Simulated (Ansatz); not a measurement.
# Pd: the cost of one run

Computed with Ansatz 0.2.0 (DFT, PBE, PAW with Ansatz's default frozen-core files, scalar-relativistic, unless a step's input says otherwise).

This is Pd in the hcp structure; at room conditions it is fcc.

**1. Starting point**

Symmetry: P6_3/mmc, No. 194, hexagonal system. Conventional cell: a = 2.784 Å, b = 2.784 Å, c = 4.629 Å, α = 90.00°, β = 90.00°, γ = 120.00°. Pd (site symmetry -6m2) has 12 Pd at 2.78 to 2.82 Å as nearest neighbours.

As a file:

```cif
data_structure
_symmetry_space_group_name_H-M 'P6_3/mmc'
_symmetry_Int_Tables_number 194
_cell_length_a 2.7837
_cell_length_b 2.7837
_cell_length_c 4.6289
_cell_angle_alpha 90.000
_cell_angle_beta 90.000
_cell_angle_gamma 120.000
_cell_volume 31.06
loop_
_atom_site_label
_atom_site_type_symbol
_atom_site_symmetry_multiplicity
_atom_site_Wyckoff_symbol
_atom_site_fract_x
_atom_site_fract_y
_atom_site_fract_z
_atom_site_occupancy
Pd1 Pd 2 c 0.66667 0.33333 0.75000 1
```

The file gives the conventional cell by its symmetry; the runs use the cell typed in the input.

Atoms are numbered in the order of the input: Pd1, Pd2.

**2. Free moments from the typed start, PAW**

Input file input.yaml:

```yaml
crystal:
  lattice:
    - [2.7836650458, 0.0, 0.0]
    - [-1.3918325229, 2.4107246453, 0.0]
    - [0.0, 0.0, 4.628893]
  atoms:
    - { symbol: Pd, position: [0.6666666667, 0.3333333333, 0.75], spin: 0.6 }
    - { symbol: Pd, position: [0.3333333333, 0.6666666667, 0.25], spin: 0.6 }
magnetization:
  spin_polarized: true
kpoints:
  mp_grid: { grid: [14, 14, 7] }
scf:
  occupations: { method: fermi_dirac, width: 0.05 }
  lower_state_search: "off"
hamiltonian:
  xc: pbe
  pseudopotentials: { kind: paw }
output:
  forces: true
  stress: true
  eigenvalues: true
  populations: true
```

Command:

```bash
$ ansatz run input.yaml --threads 1 --pin off --max-ram 3072MiB --backend cpu --events-out ev --progress --plain --runs-dir out
```

Q: Estimate wall time and peak memory on 1 thread of Arm Neoverse V2, shared host.

About 9.1 s, with a peak of 0.35 GiB.
